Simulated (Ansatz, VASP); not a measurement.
## ZnO (zincite) in two plane-wave programs

Aim: how closely do two programs agree when they are given the same cell, functional and k mesh? The cell is taken from a series of VASP runs on this material, whose earlier steps may have relaxed, scaled or displaced it; both programs get it as it stands.

Program: Ansatz 0.2.0. Level of theory: plane waves, with VASP 6.6.1 beside it; relaxation of cell and atoms at PBE with D3(BJ). Results are calculated unless marked as measured.

## 1. The starting structure

It takes space group P6_3mc (No. 186, hexagonal). The conventional cell has a = 3.281 Å, b = 3.281 Å, c = 5.257 Å, α = 90.00°, β = 90.00°, γ = 120.00°. Nearest to Zn lie 4 O at 1.99 to 2.00 Å. O has 4 Zn at 1.99 to 2.00 Å nearest. Farther neighbours and most contacts between anions are not listed.

Coordinates:

```cif
data_structure
_symmetry_space_group_name_H-M 'P 1'
_symmetry_Int_Tables_number 1
_cell_length_a 3.2815
_cell_length_b 3.2815
_cell_length_c 5.2573
_cell_angle_alpha 90.000
_cell_angle_beta 90.000
_cell_angle_gamma 120.000
_cell_volume 49.03
loop_
_atom_site_label
_atom_site_type_symbol
_atom_site_fract_x
_atom_site_fract_y
_atom_site_fract_z
_atom_site_occupancy
Zn1 Zn 0.66667 0.33333 0.00000 1
Zn2 Zn 0.33333 0.66667 0.50000 1
O3 O 0.33333 0.66667 0.87901 1
O4 O 0.66667 0.33333 0.37901 1
```

## 2. VASP: relaxation of cell and atoms, PBE with D3(BJ)

The relaxed volume is the usual yardstick between codes: its relative difference is about their pressure difference at one cell divided by the bulk modulus.

Lines of VASP's logs that name or quote its potential files are left out, and so is its time.

The input, INCAR:

```
SYSTEM = ZnO
PREC = Accurate
ENCUT = 520
EDIFF = 1E-06
NELM = 100
ISMEAR = 0
SIGMA = 0.03
LREAL = .FALSE.
ALGO = Normal
GGA = PE
IVDW = 12
NBANDS = 24
LORBIT = 11
LWAVE = .FALSE.
LCHARG = .FALSE.
KPAR = 8
IBRION = 2
NSW = 50
ISIF = 3
EDIFFG = -0.006
```

The input, POSCAR:

```
ZnO
1.0
    3.2814814587      0.0000000000      0.0000000000
   -1.6407407294      2.8418463053      0.0000000000
    0.0000000000      0.0000000000      5.2572540255
Zn O
2 2
Direct
    0.6666666667      0.3333333333      0.0000000000
    0.3333333333      0.6666666667      0.5000000000
    0.3333333333      0.6666666667      0.8790100000
    0.6666666667      0.3333333333      0.3790100000
```

The input, KPOINTS:

```
Automatic mesh
0
Gamma
8 8 4
0 0 0
```

The projector-augmented-wave data sets are Zn and O (PBE family, release 64).

Run with:

```bash
$ mpirun -np 8 vasp_std
```

Numbers of over 12 decimals in the logs are rounded to 6 here.

Output:

```text
[banner, memory and clock lines left out]
running    8 mpi-ranks, on    1 nodes
 distrk:  each k-point on    1 cores,    8 groups
 distr:  one band on    1 cores,    1 groups

 POSCAR found type information on POSCAR ZnO
 POSCAR found :  2 types and       4 ions
|                                                                             |
|           W    W    AA    RRRRR   N    N  II  N    N   GGGG   !!!           |
|           W    W   A  A   R    R  NN   N  II  NN   N  G    G  !!!           |
|           W    W  A    A  R    R  N N  N  II  N N  N  G       !!!           |
|           W WW W  AAAAAA  RRRRR   N  N N  II  N  N N  G  GGG   !            |
|           WW  WW  A    A  R   R   N   NN  II  N   NN  G    G                |
|           W    W  A    A  R    R  N    N  II  N    N   GGGG   !!!           |
|                                                                             |
|     For optimal performance we recommend to set                             |
|       NCORE = 2 up to number-of-cores-per-socket                            |
|     NCORE specifies how many cores store one orbital (NPAR=cpu/NCORE).      |
|     This setting can greatly improve the performance of VASP for DFT.       |
|     The default, NCORE=1 might be grossly inefficient on modern             |
|     multi-core architectures or massively parallel machines. Do your        |
|     Unfortunately you need to use the default for GW and RPA                |
|     calculations (for HF NCORE is supported but not extensively tested      |
|     yet).                                                                   |
|                                                                             |

 LDA part: xc-table for (Slater+PW92), standard interpolation
 POSCAR, INCAR and KPOINTS ok, starting setup
 FFT: planning ... GRIDC
 FFT: planning ... GRID_SOFT
 FFT: planning ... GRID
 WAVECAR not read
 entering main loop
       N       E                     dE             d eps       ncg     rms          rms(c)
DAV:   1     0.278517389114E+03    0.27852E+03   -0.18397E+04  1456   0.217E+03
DAV:   2     0.549941721905E+01   -0.27302E+03   -0.25914E+03  1592   0.418E+02
DAV:   3    -0.207011500596E+02   -0.26201E+02   -0.26018E+02  1664   0.136E+02
DAV:   4    -0.210977920605E+02   -0.39664E+00   -0.39643E+00  1616   0.180E+01
DAV:   5    -0.211003015762E+02   -0.25095E-02   -0.25095E-02  1680   0.133E+00    0.142E+01
DAV:   6    -0.177137202032E+02    0.33866E+01   -0.91880E+00  2488   0.676E+01    0.861E+00
DAV:   7    -0.178878189070E+02   -0.17410E+00   -0.27142E+00  1544   0.183E+01    0.513E+00
DAV:   8    -0.179015654783E+02   -0.13747E-01   -0.62176E-01  2032   0.778E+00    0.166E+00
DAV:   9    -0.178498002857E+02    0.51765E-01   -0.12776E-01  2168   0.681E+00    0.313E-01
DAV:  10    -0.178526419632E+02   -0.28417E-02   -0.42453E-02  1456   0.147E+00    0.138E-01
DAV:  11    -0.178526688024E+02   -0.26839E-04   -0.73941E-04  1592   0.263E-01    0.331E-02
DAV:  12    -0.178527027743E+02   -0.33972E-04   -0.82477E-05  1768   0.241E-01    0.224E-02
DAV:  13    -0.178527123644E+02   -0.95901E-05   -0.22968E-05  1768   0.106E-01    0.222E-02
DAV:  14    -0.178527052834E+02    0.70810E-05   -0.17056E-05  1904   0.460E-02    0.344E-03
DAV:  15    -0.178527051987E+02    0.84678E-07   -0.43145E-06  1504   0.177E-02
   1 F= -.18722900E+02 E0= -.18722900E+02  d E =-.187229E+02
[...]
2 F= -.18725386E+02 E0= -.18725386E+02  d E =-.248566E-02
[...]
3 F= -.18725715E+02 E0= -.18725715E+02  d E =-.281545E-02
[...]
4 F= -.18725716E+02 E0= -.18725716E+02  d E =-.281581E-02
[...]
5 F= -.18725768E+02 E0= -.18725768E+02  d E =-.523080E-04
[...]
6 F= -.18725774E+02 E0= -.18725774E+02  d E =-.585559E-04
[...]
7 F= -.18725816E+02 E0= -.18725816E+02  d E =-.421773E-04
 trial-energy change:   -0.000042  1 .order   -0.000043   -0.000055   -0.000030
 step:   2.1507(harm=  2.1507)  dis= 0.00210  next Energy=   -18.725835 (dE=-0.612E-04)
 bond charge predicted
       N       E                     dE             d eps       ncg     rms          rms(c)
DAV:   1    -0.178482944165E+02   -0.18496E-03   -0.29123E-02  1440   0.128E+00    0.660E-02
DAV:   2    -0.178482899277E+02    0.44889E-05   -0.55306E-04  1568   0.258E-01    0.383E-02
DAV:   3    -0.178482680823E+02    0.21845E-04   -0.15321E-05  1864   0.521E-02    0.156E-02
DAV:   4    -0.178482643249E+02    0.37574E-05   -0.63482E-06  1552   0.286E-02    0.238E-03
DAV:   5    -0.178482644829E+02   -0.15795E-06   -0.13148E-06   760   0.132E-02
   8 F= -.18725835E+02 E0= -.18725835E+02  d E =-.606090E-04
 curvature:  -1.80 expect dE=-0.237E-04 dE for cont linesearch -0.895E-08
 trial: gam= 0.16063 g(F)=  0.482E-08 g(S)=  0.131E-04 ort = 0.688E-06 (trialstep = 0.120E+01)
 search vector abs. value=  0.158E-04
 reached required accuracy - stopping structural energy minimisation
```

From OUTCAR (step 2):

```text
ion  position               nearest neighbor table
   1  0.667  0.333  0.000-   4 1.99   3 2.00   3 2.00   3 2.00
   2  0.333  0.667  0.500-   3 1.99   4 2.00   4 2.00   4 2.00
   3  0.333  0.667  0.879-   2 1.99   1 2.00   1 2.00   1 2.00
   4  0.667  0.333  0.379-   1 1.99   2 2.00   2 2.00   2 2.00

  LATTYP: Found a hexagonal cell.
 ALAT       =     3.2814814587
 C/A-ratio  =     1.6020977390

 Subroutine GETGRP returns: Found 12 space group operations
 (whereof  6 operations were pure point group operations)

The static configuration has the point symmetry C_3v.
 The point group associated with its full space group is C_6v.

 Found     30 irreducible k-points:

   k-points           NKPTS =     30   k-points in BZ     NKDIM =     30   number of bands    NBANDS=     24

   dimension x,y,z NGX =    24 NGY =   24 NGZ =   40
   dimension x,y,z NGXF=    48 NGYF=   48 NGZF=   80

   ENCUT  =  520.0 eV  38.22 Ry    6.18 a.u.   6.10  6.10  9.78*2*pi/ulx,y,z

   NELECT =      36.0000    total number of electrons

 k-points in reciprocal lattice and weights: Automatic mesh
   0.00000000  0.00000000  0.00000000       0.004
   0.12500000  0.00000000  0.00000000       0.023
   0.25000000  0.00000000  0.00000000       0.023
   0.37500000  0.00000000  0.00000000       0.023
   0.50000000  0.00000000  0.00000000       0.012
   0.12500000  0.12500000  0.00000000       0.023
   0.25000000  0.12500000  0.00000000       0.047
   0.37500000  0.12500000  0.00000000       0.047
   0.25000000  0.25000000  0.00000000       0.023
[...]
0.25000000  0.25000000  0.50000000       0.023
   0.37500000  0.25000000  0.50000000       0.023

 Edisp (eV)   -0.87771

 average (electrostatic) potential at core
       1 -35.9656       2 -35.9656       3 -73.2642       4 -73.2642

 E-fermi :   1.1920

 k-point     1 :       0.0000    0.0000    0.0000
  band No.  band energies     occupation
    ...
     14       0.2492      2.00000
     15       0.2492      2.00000
     16       0.9363      2.00000
     17       1.0183      2.00000
     18       1.0183      2.00000
     19       1.7644      0.00000
     20       6.1624      0.00000
     21       9.1331      0.00000
     22      13.8158      0.00000
     23      13.8158      0.00000
    ...

 k-point     2 :       0.1250    0.0000    0.0000
  band No.  band energies     occupation
    ...
     14      -0.2963      2.00000
     15       0.0502      2.00000
     16       0.2127      2.00000
     17       0.8356      2.00000
     18       0.9111      2.00000
     19       2.7762      0.00000
     20       6.7736      0.00000
     21       9.1328      0.00000
     22      12.4314      0.00000
     23      13.9549      0.00000
    ...

 k-point     3 :       0.2500    0.0000    0.0000
  band No.  band energies     occupation
    ...
     14      -1.4301      2.00000
     15      -0.6852      2.00000
     16      -0.4311      2.00000
     17       0.5248      2.00000
     18       0.6363      2.00000
     19       4.2208      0.00000
     20       7.9429      0.00000
     21       9.0998      0.00000
     22      10.5917      0.00000
     23      12.4922      0.00000
    ...

 Edisp (eV)   -0.87757

  Total      -0.02201    -0.02201    -0.01102     0.00000    -0.00000     0.00000
  in kB      -0.72512    -0.72512    -0.36316     0.00000    -0.00000     0.00000
  external pressure =       -0.60 kB  Pullay stress =        0.00 kB

  energy-cutoff  :      520.00
  volume of cell :       48.63
      direct lattice vectors                 reciprocal lattice vectors
     3.264258252  0.000000000 -0.000000000     0.306348310  0.176870279  0.000000000
    -1.632129126  2.826930570  0.000000000    -0.000000000  0.353740559  0.000000000
    -0.000000000 -0.000000000  5.269575166     0.000000000 -0.000000000  0.189768619

 POSITION                                       TOTAL-FORCE (eV/Angst)
 -----------------------------------------------------------------------------------
      1.63213      0.94231      0.00020         0.000000      0.000000     -0.000158
     -0.00000      1.88462      2.63499        -0.000000      0.000000     -0.000158
     -0.00000      1.88462      4.63181        -0.000000      0.000000      0.000158
      1.63213      0.94231      1.99702         0.000000     -0.000000      0.000158
 -----------------------------------------------------------------------------------
    total drift:                               -0.000001     -0.000001     -0.000525

  FREE ENERGIE OF THE ION-ELECTRON SYSTEM (eV)
  ---------------------------------------------------
  free  energy   TOTEN  =       -18.7258348923 eV

  energy  without entropy=      -18.7258348923  energy(sigma->0) =      -18.72583489

 reached required accuracy - stopping structural energy minimisation

 total charge
# of ion       s       p       d       tot
------------------------------------------
    1        0.452   0.470   9.897  10.818
    2        0.452   0.470   9.897  10.818
    3        1.550   3.447   0.000   4.997
    4        1.550   3.447   0.000   4.997
--------------------------------------------------
tot          4.003   7.834  19.793  31.630

[... 3 further parts left out ...]
```

The run keeps the 12 symmetry operations of its start, so it cannot find a distortion of lower symmetry.

(Part 1 of 2 ends here.)

[Lines on the potential files, build, host, timing and source positions are cut from VASP's logs without a mark.]

[Logs are printed without paths, hosts, clocks, repeated set-up lines and the standing remarks that a program may print on its own settings, such as how far it seeks lower states.]

[Hosts, paths, dates, database ids (printed as entryN), source tags and the programs' standing remarks are cut or masked in the printed files.]
